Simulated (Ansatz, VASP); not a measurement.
**One calculation of KF, two programs**

```
K F
1.0
     0.00000    2.71033    2.71033
     2.71033    0.00000    2.71033
     2.71033    2.71033    0.00000
K F
1 1
Direct
  0.00000 0.00000 0.00000
  0.50000 0.50000 0.50000
```

Alike in both runs: functional PBE; k mesh 8 × 8 × 8; occupations gaussian, width 0.02 eV; no spin polarisation.

Ansatz relaxed the structure, and its values are those at the end. VASP's run is a single point on that final structure, the one shown.

|  | VASP | Ansatz |
| --- | --- | --- |
| version | VASP 6.6.1 | Ansatz 0.2.0 |
| potentials or method | VASP PAW PBE potentials, release 64 (K_sv, F) | scalar-relativistic, plane waves, PAW |
| plane-wave cutoff (eV) | 520 | 420 |
| valence electrons in the cell | 16 | 16 |

VASP gave:

* gap on the k mesh at the Fermi level (eV): 5.95
* least direct gap on the mesh (eV): 5.95
* pressure (GPa): 0.0

Task: Estimate Ansatz's values.

Result: gap on the k mesh at the Fermi level (eV): 5.96; least direct gap on the mesh (eV): 5.96; pressure (GPa): 0.0.

With one functional, cell and mesh, what is left measures potentials, basis and numerics.

A k mesh can miss the band edges. As with any semilocal functional, this PBE gap is likely too small.
